Before computing the misfit strain of a silicon carbide layer, or the energy released when the carbide forms from its elements, one has to choose a density functional, the recipe that stands in for the exchange and correlation of the electrons. The choice matters for both numbers, but not in the same way. Two functionals that agree on the size of the crystal can disagree on how strongly it is bound, and two that agree on the binding can disagree on the size. The calculations below hold the atoms of one hexagonal SiC crystal fixed and change the functional, so the differences between rows come mainly from that choice.

Scalar-relativistic plane-wave PAW DFT with Ansatz 0.2.0 for 8-atom hexagonal SiC (P6_3mc) at fixed cell and atoms, without spin polarization or dispersion correction, on a 6×6×2 k mesh with 0.1 eV Gaussian smearing. Energies are at zero smearing, relative to the elements' standard forms in the same functional; pressure and stress are positive in compression.

```
functional  wave cutoff  energy over elements (eV/atom)  pressure (GPa)  stress xx (GPa)  stress zz (GPa)
       LDA       420 eV                          -0.281          -3.790           -3.730           -3.920
       PBE       420 eV                          -0.199           3.930            4.030            3.750
    PBEsol       420 eV                          -0.260           0.470            0.560            0.300
    r2SCAN       500 eV                          -0.297           0.420            0.480            0.320
     HSE06       420 eV                          -0.274          -0.740           -0.630           -0.970
```

The pressure is what the fixed cell feels in each functional, counted positive when the crystal is compressed and would like to expand. In PBE it is +3.9 GPa, so PBE wants a larger crystal; in LDA it is −3.8 GPa, so LDA wants a smaller one. PBEsol, r2SCAN and HSE06 lie much closer to balance. A pressure near zero means only that the chosen cell is close to the one that the functional itself prefers. It is no proof of accuracy, since the table holds no measured lattice.

For a process engineer a length is more telling than a pressure. Dividing the pressure by three times the bulk modulus, which for SiC is roughly 220 GPa, gives the fractional change that each edge would like to make. LDA would shorten the edges by about 0.6% and PBE would lengthen them by about as much. The two therefore disagree by more than one percent on a lattice constant. The stresses across the hexagonal axis (xx) and along it (zz) differ by less than 0.4 GPa in every row, so this holds for both edges. In a misfit strain part of the disagreement can cancel, provided that the substrate is computed with the same functional.

The cause lies in how a functional treats places where the electron density changes quickly. LDA looks only at the local density and treats each point as if it belonged to a uniform electron gas. PBE and PBEsol also look at the gradient of the density, and their exchange energy becomes more negative where the density varies fast compared with its own size. In a solid such places are expected mainly where the cores of the atoms give way to the valence electrons, and also in the thinned-out regions away from the bonds. The table can't tell which of them counts most.

Now stretch the crystal a little. The density in those regions falls, its variation becomes more pronounced relative to what is left, and the gradient term lowers the energy further. An energy that falls as the volume grows is an outward pressure. This is the standard explanation of why LDA tends to make solids too compact and why PBE, which has a strong gradient term, tends to make them too large.

PBEsol allows a simple test of this picture. It has the same form as PBE but a weaker gradient term in the exchange: the coefficient is about 0.12, against 0.22 in PBE and zero in LDA. If the outward push grows in proportion to this coefficient, PBEsol should lie 0.12/0.22 of the way from LDA to PBE, a little more than half. The line is fixed by the LDA and PBE rows alone, so the PBEsol row is free to disagree.

In numbers, the step from LDA to PBE is 3.93 + 3.79 = 7.72 GPa. The estimate for PBEsol is then −3.79 + (0.12/0.22) × 7.72 = 0.42 GPa, and the calculation gives 0.47 GPa. Because the coefficients are rounded to two figures, the agreement should be read as good to a few tenths of a gigapascal and no better. That is still close on a scale of nearly eight.

PBEsol also has a weaker gradient term in the correlation energy, with a coefficient about 0.7 times that of PBE. Had that ratio set the scale, the estimate would have been too high by about 1 GPa. The numbers are thus consistent with exchange as the main lever, in line with theory, but the close match should not be overread. The gradient term in correlation has the opposite sign and is expected to pull inward, so the step from LDA to PBE is what remains of two opposing terms. The exchange term also levels off at large gradients, so its push need not be proportional to its coefficient. Part of the agreement may be such effects offsetting each other, and one intermediate row can't separate them.

The zero of pressure is less secure than these differences. A limited plane-wave cutoff and a coarse mesh of k points can both shift the computed stress. A shift shared by LDA, PBE and PBEsol would drop out of the comparison just made, but it would move each of them nearer to balance or further from it. The runs also appear to differ in their PAW data, which describe the atomic cores. The mean electrostatic potential is the same to every printed digit in PBE, r2SCAN and HSE06 (1.909549 eV) and different in LDA and PBEsol, which points to one data set shared by the first three and separate sets for the other two. Any effect of this on pressures and energies is untested, and it need not cancel among LDA, PBE and PBEsol. For these reasons the small pressures of PBEsol and r2SCAN, which differ by only 0.05 GPa, give no ground for ranking the two.

HSE06 reaches its near balance by another route. It starts from PBE and replaces a quarter of the short-range exchange by exact exchange, which is computed from the orbitals themselves. The pressure falls by 4.7 GPa from its PBE value, more than half of the distance back to LDA, and the two runs appear to share their PAW data. If the replacement had merely removed a quarter of the gradient push, the fall would have been only about 1.9 GPa.

That second figure is crude and probably too small, because the step from LDA to PBE also contains the gradient term in correlation, which is expected to work against the push from exchange. Even so, the gap is wide enough to suggest that exact exchange does more than dilute the gradient term. Theory offers a reason: exact exchange removes part of the spurious interaction of each electron with itself, which in PBE lets the electrons spread out too much. Electrons held more tightly in the bonds favour shorter bonds. The table shows the inward shift but doesn't isolate this cause, and the HSE06 stress is loosely converged, so the sign of its small remaining pressure is not firm.

The energy over elements asks a different question. It is the energy of SiC minus that of silicon and carbon in their standard forms, per atom and in the same functional, so a more negative value means a compound more strongly bound relative to its elements. Binding is meant in this sense throughout. PBE gives the weakest binding, −0.199 eV per atom, and r2SCAN the strongest, −0.297 eV per atom. LDA, HSE06 and PBEsol lie between them, nearer to r2SCAN than to PBE.

It is tempting to blame PBE's weak binding on the squeezed cell, but the strain stores far too little energy. Half the pressure squared, times the volume per atom and divided by the bulk modulus, comes to about 2 meV per atom for both PBE and LDA. Their binding energies differ by 82 meV per atom. Relaxing the SiC cell would therefore bring the lattice constant to each functional's own value and leave the disagreement about the binding almost untouched.

The same gradient term can still act on the binding through the elements. SiC takes up less room than the materials it is made from, taken together: silicon and diamond together fill roughly 13 Å³ per atom, the carbide about 10 Å³. Forming the compound thus packs the electrons into less space. A functional that rewards loosely packed matter, as PBE does, tends to favour the separate elements and to make the compound look less stable.

The size of this effect can be guessed by treating the elements as if they were stretched carbide. The difference in pressure between two functionals, multiplied by the volume lost, is then the difference in binding. For LDA and PBE this gives about 0.1 eV per atom with diamond as the carbon and about 0.2 with graphite, the right sign and the right order of magnitude. The other three functionals also have lower pressures than PBE, and each of them also binds the compound more strongly.

Beyond that the estimate fails, and the failure is instructive. It makes LDA the strongest binder, because LDA has the lowest pressure, whereas the calculation gives that place to r2SCAN. With diamond as the carbon, the estimate yields only a little over half of r2SCAN's gain over PBE. With graphite, which is much less dense, r2SCAN comes out nearly right but LDA is overestimated more than twofold. The standard form of carbon is graphite, so it is the likelier reference, though the table doesn't name it; either way, agreement in a single row carries little weight. With graphite the lack of a dispersion correction also enters, because the functionals differ in how well they bind its layers.

Two pairs of rows show directly that size and binding are separate matters. PBEsol and r2SCAN have almost the same pressure, yet r2SCAN binds the compound more strongly by 0.037 eV per atom. LDA and HSE06 differ in pressure by about 3 GPa, yet their binding energies agree to 0.007 eV per atom. No simple rule that uses the pressure alone can account for both pairs.

The reason is that a pressure belongs to one crystal, while a binding energy compares three. Near one fixed structure a change of functional acts on one kind of bond, and a single coefficient may capture most of the response. Between SiC, silicon and carbon the bonds themselves change, and each functional makes its own error in each solid. Even PBEsol shows this: in pressure it lies more than halfway from LDA to PBE, but in binding energy only about a quarter of the way.

For r2SCAN, theory suggests where the extra freedom comes from. Besides the density and its gradient, this functional uses the kinetic energy density of the electrons, which helps it to tell a covalent bond from a metallic region or from the weak overlap between closed shells. It can therefore treat the bonds of the compound and of the elements differently even where their densities and gradients look alike. That makes a deeper binding energy at an unchanged pressure possible, though it doesn't predict the amount. The r2SCAN row also has a higher cutoff than the others, and the effect of that on the binding energy is untested.

For the size of this crystal, then, the order of the functionals has a fairly simple reading. Without a gradient term the crystal would contract from the fixed cell, with PBE's strong one it would expand, and with PBEsol's weaker one it is close to balance. Mixing exact exchange into PBE also brings it close to balance. For r2SCAN a similar pressure to PBEsol is plausible, because both are built to have the same exchange response where the density varies slowly, but r2SCAN also uses the kinetic energy density, so one coefficient can't place it. For the binding the order is not settled by the carbide alone. The open question is whether r2SCAN's stronger binding arises in the SiC bonds, in silicon or in carbon, and answering it would take the energies of all three solids, each measured against free atoms in the same functional, with the form of carbon stated.
